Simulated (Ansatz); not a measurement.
## W2NCl2 MXene monolayer in a perpendicular field

What dipole does a perpendicular field induce in the W2NCl2 MXene monolayer? A positive field points along +c.

Method: plane-wave DFT, PBE-D3(BJ), Ansatz PAW, in Ansatz 0.2.0.

## 1. The structure

The cell holds 5 atoms: 2 Cl, 2 W and 1 N. Its edges and angles: a = 3.054 Å, b = 3.054 Å, c = 42.792 Å, α = 90.0°, β = 90.0°, γ = 120.0°. Vacuum lies along c.

## 2. Relaxing the slab

The starting cell is a guess, so the in-plane lattice and the atoms are relaxed first, with the slab cut off from its images along the normal.

input.yaml reads:

```yaml
crystal:
  lattice:
    - [3.053908, 0.0, 0.0]
    - [-1.526954, 2.6447619088, 0.0]
    - [0.0, 0.0, 42.7923365952]
  atoms:
    - { symbol: Cl, position: [0.3333333333, 0.6666666667, 0.4311519648] }
    - { symbol: W, position: [0.6666666667, 0.3333333333, 0.471840969], spin: 1.0 }
    - { symbol: "N", position: [0.0, 0.0, 0.5] }
    - { symbol: W, position: [0.3333333333, 0.6666666667, 0.528159031], spin: 1.0 }
    - { symbol: Cl, position: [0.6666666667, 0.3333333333, 0.5688480352] }
  periodic: [true, true, false]
magnetization:
  spin_polarized: true
kpoints:
  mp_grid: { grid: [12, 12, 1] }
hamiltonian:
  xc: pbe
  dispersion: d3bj
scf:
  occupations: { method: fermi_dirac, width: 0.05 }
  convergence: { dr2_threshold: 1.0e-09 }
relax:
  f_tol: 0.004
  max_steps: 90
  cell: {}
output:
  write_potential: true
  write_density: true
  volumetric_format: npy
```

Command:

```
> ansatz run input.yaml --threads 2 --pin off --max-ram 3072MiB --backend cpu --events-out ev --progress --plain --runs-dir out
```

Numbers of over 12 decimals in the logs are rounded to 6 here.

Log:

```text
Warning: relax.cell: scf.convergence.dr2_threshold = 1e-9 eV is looser than the 1.97967771843e-10 eV advised for a relaxation that steers and ends on the stress (1e-10 eV for each atom of the cell: 5, times the square of relax.cell.stress_2d_tol = 0.05 N/m over 15.9 Å (the atoms' height at the walk's start and 5 Å past either face), 3.146e-2 GPa, over a crystal's default 0.05). What an SCF threshold leaves in a stress goes as its square root, and in the free energy as the threshold itself, and one threshold admits the most on a small cell: [figures from the program's tests cut] Set scf.convergence.dr2_threshold to 1.97967771843e-10 eV or tighter. [rest of the remark cut]
Engine: ansatz 0.2.0, aarch64-unknown-linux-gnu
Pseudopotentials: kind: paw
Pseudopotential: Cl, paw, valence charge 7, recommended cutoff 420 eV (normal), Cl.paw.azcp
Pseudopotential: W, paw, valence charge 14, recommended cutoff 420 eV (normal), W.paw.azcp
Pseudopotential: N, paw, valence charge 5, recommended cutoff 420 eV (normal), N.paw.azcp
Functional definition: PBE
  parameter kappa = 0.804
  parameter beta = 0.066725
  exchange = pbe_x(kappa = kappa, mu = beta*pi^2/3)
  correlation = pbe_c(beta = beta)
Crystal: 5 atoms, lattice volume = 345.628 Å³
Basis set: ecut = 420 eV, 6707 PW (Γ), exchange–correlation on 48×48×576 points (8 copies of the dense FFT grid, shifted against one another)
Bands: 30, of which v1, the nominal top of the filled ones, is band 24 counted from 1 (23 counted from 0)
Symmetry: 12 space group operations
Space group: P-3m1 (ITA 164), of the structure as read, at distance tolerance 7.0e-5 Å
Magnetic group: BNS 164.85 (UNI 1315), of the structure as read, at distance tolerance 7.0e-5 Å
k-points: 19 of 144
Non-local potential: Cl, projectors of the file, l = 0: 2, l = 1: 2, l = 2: 2
Non-local potential: W, projectors of the file, l = 0: 3, l = 1: 2, l = 2: 2, l = 3: 1
Non-local potential: N, projectors of the file, l = 0: 2, l = 1: 2, l = 2: 1
PAW form: soft (Blöchl's): semilocal exchange-correlation on the pseudo side does not see the compensation charge
PAW one-centre angular grid: Cl, 110 points (default); XC on 64 Gauss nodes
PAW one-centre angular grid: W, 590 points (default); XC on 64 Gauss nodes
PAW one-centre angular grid: N, 110 points (default); XC on 64 Gauss nodes
Initial density: superposition of atomic densities (neutral atoms: chi_scale 0, normalization atom)
Starting moments: Σ|m| = 2 μB on 2 of 5 sites
Initial wavefunctions: pseudopotential atomic-orbital guess
Functional: x = pbe(κ = 0.804, μ = 0.219515), c = pbe(β = 0.066725)
SCF iter   1: F=—  HF=-23315.392902 eV  |F-HF|=—  |Δ(HF+E_count)|=         —  Δρ=2.37e-2 (↑2.37e-2 ↓2.13e-2)  dr2=1.21e1  dr2_m=8.59e-2  M=1.053 μB ∫|m|=1.069 μB  β_m=0.30  ethr=3.10e-3  ⟨swp⟩=17.2  Hψ=9657  notcnv=0
Mixer restart at iter 1: flushing history
preconditioner: auto → LDOS  [metal: Δε(μ)=0.030 eV  Ē_g=10.393 eV  σ=0.050 eV  W_gap=0.15  n_scr=26 (ndim 8)  ℏωp=11.1 eV  f_vac=0.777  D(μ)=4.20/eV (n_scr^D=20)]
spin=Collinear: LDOS preconditioning applied to the charge; magnetization (m = ρ↑ − ρ↓) channel mixes plain (no charge-response kernel on spin).
SCF iter   2: F=—  HF=-23314.592958 eV  |F-HF|=—  |Δ(HF+E_count)|=   8.00e-1  Δρ=1.84e-2 (↑1.84e-2 ↓1.68e-2)  dr2=7.47e0  dr2_m=5.56e-2  M=0.954 μB ∫|m|=0.968 μB  β_m=0.65  ethr=3.10e-3  ⟨swp⟩=3.2  Hψ=1935  notcnv=0  defer=22
SCF iter   3: F=—  HF=-23313.541297 eV  |F-HF|=—  |Δ(HF+E_count)|=    1.05e0  Δρ=4.36e-3 (↑3.90e-3 ↓4.36e-3)  dr2=1.71e-1  dr2_m=5.44e-3  M=0.474 μB ∫|m|=0.484 μB  β_m=0.70  ethr=3.10e-3  ⟨swp⟩=5.5  Hψ=3557  notcnv=0  defer=22
SCF iter   4: F=—  HF=-23313.558388 eV  |F-HF|=—  |Δ(HF+E_count)|=         —  Δρ=2.48e-3 (↑2.48e-3 ↓2.47e-3)  dr2=1.24e-2  dr2_m=1.83e-2  M=0.185 μB ∫|m|=0.200 μB  β_m=0.70  ethr=3.64e-4  ⟨swp⟩=5.5  Hψ=3386  notcnv=0  defer=15
SCF iter   5: F=—  HF=-23313.558607 eV  |F-HF|=—  |Δ(HF+E_count)|=   2.19e-4  Δρ=1.22e-3 (↑1.11e-3 ↓1.22e-3)  dr2=7.00e-4  dr2_m=4.17e-3  M=0.105 μB ∫|m|=0.114 μB  β_m=0.85  ethr=2.63e-5  ⟨swp⟩=3.5  Hψ=2656  notcnv=0  defer=15
SCF iter   6: F=—  HF=-23313.559242 eV  |F-HF|=—  |Δ(HF+E_count)|=   6.35e-4  Δρ=2.23e-4 (↑2.23e-4 ↓2.19e-4)  dr2=5.26e-5  dr2_m=1.42e-4  M=0.026 μB ∫|m|=0.029 μB  β_m=0.88  ethr=1.49e-6  ⟨swp⟩=3.7  Hψ=3024  notcnv=0  defer=15
SCF iter   7: F=—  HF=-23313.559345 eV  |F-HF|=—  |Δ(HF+E_count)|=   1.02e-4  Δρ=6.80e-5 (↑6.80e-5 ↓6.76e-5)  dr2=3.35e-5  dr2_m=1.13e-5  M=0.008 μB ∫|m|=0.009 μB  β_m=0.82  ethr=1.12e-7  ⟨swp⟩=4.1  Hψ=3075  notcnv=0  defer=15
SCF iter   8: F=—  HF=-23313.559347 eV  |F-HF|=—  |Δ(HF+E_count)|=   2.37e-6  Δρ=2.29e-5 (↑2.29e-5 ↓1.74e-5)  dr2=3.24e-6  dr2_m=8.08e-7  M=0.002 μB ∫|m|=0.002 μB  β_m=0.81  ethr=7.13e-8  ⟨swp⟩=3.1  Hψ=2465  notcnv=0  defer=15
SCF iter   9: F=—  HF=-23313.559349 eV  |F-HF|=—  |Δ(HF+E_count)|=   2.29e-6  Δρ=8.73e-6 (↑5.04e-6 ↓8.73e-6)  dr2=6.47e-7  dr2_m=4.99e-8  M=0.000 μB ∫|m|=0.000 μB  β_m=0.80  ethr=6.89e-9  ⟨swp⟩=3.4  Hψ=2769  notcnv=0  defer=15
SCF iter  10: F=—  HF=-23313.559349 eV  |F-HF|=—  |Δ(HF+E_count)|=   1.43e-7  Δρ=2.21e-6 (↑2.21e-6 ↓1.74e-6)  dr2=1.59e-8  dr2_m=9.24e-9  M=0.000 μB ∫|m|=0.000 μB  β_m=0.79  ethr=1.38e-9  ⟨swp⟩=3.7  Hψ=2829  notcnv=0  defer=15
SCF iter  11: F=—  HF=-23313.559349 eV  |F-HF|=—  |Δ(HF+E_count)|=   6.56e-8  Δρ=7.56e-7 (↑7.56e-7 ↓6.32e-7)  dr2=3.80e-10  dr2_m=1.45e-9  M=0.000 μB ∫|m|=0.000 μB  β_m=0.90  ethr=3.38e-11  ⟨swp⟩=3.7  Hψ=2883  notcnv=0  defer=15
SCF iter  12: F=—  HF=-23313.559349 eV  |F-HF|=—  |Δ(HF+E_count)|=   1.14e-8  Δρ=1.68e-7 (↑1.31e-7 ↓1.68e-7)  dr2=1.62e-11  dr2_m=6.73e-11  M=0.000 μB ∫|m|=0.000 μB  β_m=0.95  ethr=1.00e-12  ⟨swp⟩=4.4  Hψ=3400  notcnv=0  defer=15
SCF iter  13: F=-23313.559349 eV  HF=-23313.559349 eV  |F-HF|=2.44e-10  |Δ(HF+E_count)|=  4.73e-10  Δρ=2.18e-8 (↑2.18e-8 ↓1.84e-8)  dr2=8.42e-13  dr2_m=1.02e-12  M=0.000 μB ∫|m|=0.000 μB  ethr=1.00e-12  ⟨swp⟩=9.8  Hψ=9302  notcnv=0
WARN: the starting moments were not kept: the SCF closed with an absolute magnetisation of 1.0e-6 μB, where they sum to 2 μB in size (2 sites). That is at most 0.1 of that sum. Measured as dr2_m measures the in/out step, that magnetisation stands 2.2e-13 eV from none, at or under the dr2_threshold of 1.0e-9 eV: it is no larger than a step whose dr2_m would equal this threshold. The system may hold no moment; this SCF [...]
SCF 1 converged in 13 iterations: F = -23313.559349 eV  dr2 = 8.42e-13
  greatest PAW one-centre occupation: 0.999 electrons in one spin orbital (limit 2), on the W atom at site 3 (counted from 0), in its partial waves of l = 0
[...]
relax step   6: F+E_penalty+E_count = -23314.26617429 eV  Δ(F+E_penalty+E_count) = -7.524e-4 eV  max|allowed force component| = 1.983e-3 eV/Å  Δτ_max = 0.0056 Å  P = +0.009 N/m  Ω = 316.728 Å³  energy of the carried Pulay correction = +6.447e-3 eV  fix = [c, alpha, beta]  reactions: c +0.000 N/m  (7 SCF iters, accepted)
[...]
relax step   7: F+E_penalty+E_count = -23314.26214932 eV  Δ(F+E_penalty+E_count) = +4.025e-3 eV  max|allowed force component| = 2.242e-3 eV/Å  Δτ_max = 0.0000 Å  P = -0.089 N/m  Ω = 316.728 Å³  fix = [c, alpha, beta]  reactions: c -0.000 N/m  stress off target by 8.87e-2 N/m on what of the cell is left free  SCF on the basis re-selected at this cell (its energy is not comparable with the rows above)  (6 SCF iters)
[...]
relax step   8: F+E_penalty+E_count = -23314.26219483 eV  Δ(F+E_penalty+E_count) = -4.551e-5 eV  max|allowed force component| = 9.466e-4 eV/Å  Δτ_max = 0.0007 Å  P = +0.008 N/m  Ω = 316.575 Å³  energy of the carried Pulay correction = +3.438e-5 eV  fix = [c, alpha, beta]  reactions: c +0.000 N/m  (6 SCF iters, accepted)
iter 1 solved again at ethr=1.42e-7 eV; its pass at ethr=3.10e-3 eV (dr2=6.66e-5 eV) is discarded
SCF iter   1: F=—  HF=-23314.261984 eV  |F-HF|=—  |Δ(HF+E_count)|=         —  Δρ=6.68e-7 (↑6.35e-7 ↓6.68e-7)  dr2=2.01e-9  dr2_m=1.09e-11  M=0.000 μB ∫|m|=0.000 μB  β_m=0.65  ethr=1.42e-7  ⟨swp⟩=7.6  Hψ=15847  notcnv=0
eigensolver tolerance schedule: the retry pair's looser diagonalisation over-reported the residual by 33139.69 of it (diagonalisation noise at an unbounded share of the residual, at the tolerance the schedule requests for it); recorded, not acted on — ethr = c·dr2/N_el stays at c = 1.0e-1
preconditioner: auto → LDOS  [metal: Δε(μ)=0.065 eV  Ē_g=9.572 eV  σ=0.050 eV  W_gap=0.29  n_scr=24 (ndim 8)  ℏωp=11.6 eV  f_vac=0.762  D(μ)=2.24/eV (n_scr^D=14)]
spin=Collinear: LDOS preconditioning applied to the charge; magnetization (m = ρ↑ − ρ↓) channel mixes plain (no charge-response kernel on spin).
SCF iter   2: F=—  HF=-23314.262155 eV  |F-HF|=—  |Δ(HF+E_count)|=   1.71e-4  Δρ=3.75e-7 (↑3.75e-7 ↓3.59e-7)  dr2=1.31e-9  dr2_m=2.66e-12  M=0.000 μB ∫|m|=0.000 μB  β_m=0.37  ethr=4.28e-12  ⟨swp⟩=8.3  Hψ=6234  notcnv=0
SCF iter   3: F=—  HF=-23314.262155 eV  |F-HF|=—  |Δ(HF+E_count)|=   3.15e-9  Δρ=2.34e-7 (↑2.34e-7 ↓2.24e-7)  dr2=2.80e-10  dr2_m=2.51e-12  M=0.000 μB ∫|m|=0.000 μB  β_m=0.69  ethr=2.78e-12  ⟨swp⟩=2.7  Hψ=1671  notcnv=0
SCF iter   4: F=-23314.262155 eV  HF=-23314.262155 eV  |F-HF|=4.40e-10  |Δ(HF+E_count)|=  6.22e-10  Δρ=1.08e-7 (↑1.02e-7 ↓1.08e-7)  dr2=9.03e-11  dr2_m=1.66e-13  M=0.000 μB ∫|m|=0.000 μB  ethr=1.00e-12  ⟨swp⟩=14.4  Hψ=10965  notcnv=0
the starting moments were not kept: the SCF closed with an absolute magnetisation of 9.1e-7 μB, where they sum to 2 μB in size (2 sites). That is at most 0.1 of that sum. Measured as dr2_m measures the in/out step, that magnetisation stands 7.3e-14 eV from none, at or under the dr2_threshold of 1.0e-9 eV: it is no larger than a step whose dr2_m would equal this threshold.
SCF 9 converged in 4 iterations: F = -23314.262155 eV  dr2 = 9.03e-11
relax step   9: F+E_penalty+E_count = -23314.26215464 eV  Δ(F+E_penalty+E_count) = +4.020e-5 eV  max|allowed force component| = 9.501e-4 eV/Å  Δτ_max = 0.0000 Å  P = +0.007 N/m  Ω = 316.575 Å³  fix = [c, alpha, beta]  reactions: c +0.000 N/m  stress off target by 7.39e-3 N/m on what of the cell is left free  SCF on the basis re-selected at this cell (its energy is not comparable with the rows above)  (4 SCF iters)
basis re-selected at this cell: Δ(F+E_penalty+E_count) = +4.020e-5 eV, ΔP = -0.000 N/m vs the last step (what re-selecting the basis moved, of the pressure what is left beyond the Pulay correction that the steps carried, after the strain that the cell walked since its last selection, with what the two solves' SCF thresholds leave and, on support functions, any second-order correction that the steps lacked; it is no m [...]
WARN: The input density's exchange-correlation potential varies sharply where the density is thin. Do not read a vacuum level from v_tot or v_xc, or from such a field of the output density. On a cell that repeats whose density bears no net charge and no dipole along the vacuum's axis use v_es (v_loc + v_h of the components); under efield.dipole_correction with no amplitude use v_es + v_field, which holds any external [...]
SCF converged after 4 iterations
Magnetization: 0.0000 μB (23.5000 up, 23.5000 down)
Absolute magnetization: 0.0000 μB (∫|ρ↑−ρ↓|, with the PAW one-centre terms)
Spin contamination: 0.0000 ħ² per cell (⟨S²⟩ above its minimum at these occupations)
Per-site moments (μB) at R_I (Å): [(-1.4641440414023338e-8, 1.038866), (1.934836456100557e-7, 0.912500), (-4.86903106520425e-8, 0.912500), (1.9348364563177808e-7, 0.912500), (-1.4641440435923526e-8, 1.038866)]
Free energy (F): -23314.262155 eV
Harris-Foulkes:  -23314.262155 eV  (|F-HF|=4.40e-10)
Internal energy: -23314.243758 eV  (E = F + TS)
E sigma→0 (E₀):  -23314.252956 eV
Entropy (-TS):   -0.018397 eV (-3.679 meV/atom)
Fermi energy:    -3.883229 eV
--- Per-component energies (eV) ---
  E_band       = -1185.029661
  E_kinetic    = 1361.833920
  E_local      = -223551.957381  (includes V_loc(G=0)·N_el)
  E_nonlocal   = 104.980469
  E_hartree    = 110981.767800
  E_xc         = -809.441316
  E_vxc        = -800.048986  (∫ρ·V_xc dr)
  E_paw        = -18571.060154  (= ΣΔE_a)
  E_vpaw       = -263.373835  (= ΣTr[D̂ρ^β])
  E_aug_tail   = 0.000165  (compensation charges beyond the density's cutoff)
  E_ewald      = 107171.362049
  E_disp       = -1.729309  (pairwise vdW)
  E_smearing   = -0.018397  (= −TS)
  E_closure    = 0.000000  (closes the sum)
  Σ components = -23314.262155   (vs F -23314.262155, Δ=0.00e0)
--- Forces (eV/Å), atoms counted from 1 ---
  atom   1  Cl     0.00000000    -0.00000000    -0.00095014
  atom   2  W     -0.00000000     0.00000000    -0.00033866
  atom   3  N      0.00000000    -0.00000000     0.00000000
  atom   4  W     -0.00000000    -0.00000000     0.00033866
  atom   5  Cl    -0.00000000     0.00000000     0.00095014
  max |Σ_I F_I| component: 2.78e-17 eV/Å
--- 2D stress c σ (N/m, compression-positive) ---
        0.007386       0.000000       0.000000
        0.000000       0.007386       0.000000
        0.000000       0.000000       0.000000
  P = ½ c Tr σ = 0.0074 N/m
--- Band table (eV; the first three rows and the last of 38) ---
  k-point 0 ↑: bands = [... 20 lower, -6.3299, -5.0583, -5.0583, -5.0186, -3.9868, -3.9868, -3.1270, -3.1270, ... 2 higher]
  k-point 1 ↑: bands = [... 20 lower, -6.5881, -5.4215, -4.9075, -4.7922, -4.1115, -3.8229, -3.0375, -3.0007, ... 2 higher]
  k-point 2 ↑: bands = [... 20 lower, -7.0127, -6.0374, -4.6829, -4.4613, -4.4469, -3.4669, -2.8118, -2.4178, ... 2 higher]
  k-point 18 ↓: bands = [... 20 lower, -5.2342, -4.6195, -4.3588, -4.3588, -2.5616, -2.5616, -1.5902, -1.0726, ... 2 higher]
  the weakly bound empty levels are not read free of the cell's end (no_gap_told)
--- Relaxed structure (7 steps of the walk, 7 accepted, 2 SCFs on fresh bases) ---
  F+E_penalty+E_count = -23314.26215464 eV   max|allowed force component| = 9.501e-4 eV/Å   (the final SCF, on the basis selected at the relaxed cell)
  cell:  # Å, volume = 316.5748 Å³
    - [2.922738, 0.0, 0]
    - [-1.461369, 2.531165, 0]
    - [0, 0, 42.7923365952]
  atoms:
    - { symbol: Cl, position: [0.333333, 0.666667, 0.422885] }
    - { symbol: W, position: [0.666667, 0.333333, 0.466574] }
    - { symbol: N, position: [0, 0, 0.5] }
    - { symbol: W, position: [0.333333, 0.666667, 0.533426] }
    - { symbol: Cl, position: [0.666667, 0.333333, 0.577115] }
```

Elapsed: 2.7 min, on 2 threads of Arm Neoverse V1, shared host; peak memory 0.8 GiB; 5.4 min of CPU time.

Step by step:

```tsv
step	energy less that of the first step (eV)	largest force component (eV/Å)	volume (Å³)
1	0.0000	1.1698	345.63
2	-0.4766	0.6025	337.33
3	-0.6915	0.1770	311.59
4	-0.7026	0.1516	318.96
5	-0.7061	0.1262	316.63
6	-0.7068	0.0020	316.73
7*	-0.7028	0.0022	316.73
8	-0.7028	0.0009	316.57
9*	-0.7028	0.0009	316.57
```

Relaxation steps marked * repeat the geometry before them on a plane-wave basis chosen anew for their cell, so energy and pressure can jump there.

The run keeps the 12 symmetry operations that it works with, so distortions that break them were not tested.

```tsv
cell as run	before	after	change
a (Å)	3.054	2.923	-4.3 %
b (Å)	3.054	2.923	-4.3 %
```

The atoms that moved most (Å, along periodic axes as changes of fractional coordinates times the final cell, across vacuum about the mean position):

```tsv
atom	dx	dy	dz	length
Cl1	0.000	0.000	-0.354	0.354
Cl5	0.000	0.000	0.354	0.354
W2	0.000	0.000	-0.225	0.225
W4	0.000	0.000	0.225	0.225
```

The relaxed structure:

```xyz
5
Lattice="2.9227 0.0000 0.0000 -1.4614 2.5312 0.0000 0.0000 0.0000 42.7923" Properties=species:S:1:pos:R:3
Cl    0.0000    1.6874   18.0962
W     1.4614    0.8437   19.9658
N     0.0000    0.0000   21.3962
W     0.0000    1.6874   22.8266
Cl    1.4614    0.8437   24.6961
```

Numbers from this step:

| Item | Value |
| --- | --- |
| energy at zero smearing | -23314.2530 eV |

The lattice constant a goes from 3.054 to 2.923 Å.

(Continued in part 2 of 2.)

[Logs are printed without paths, hosts, clocks, repeated set-up lines and the standing remarks that a program may print on its own settings, such as how far it seeks lower states.]

[Hosts, paths, dates, database ids (printed as entryN), source tags and the programs' standing remarks are cut or masked in the printed files.]

[Maps of the electrostatic potential energy from Ansatz leave out the sawtooth potential of an applied field or a dipole correction, so their vacuum need not be flat; planar profiles and work functions include it.]
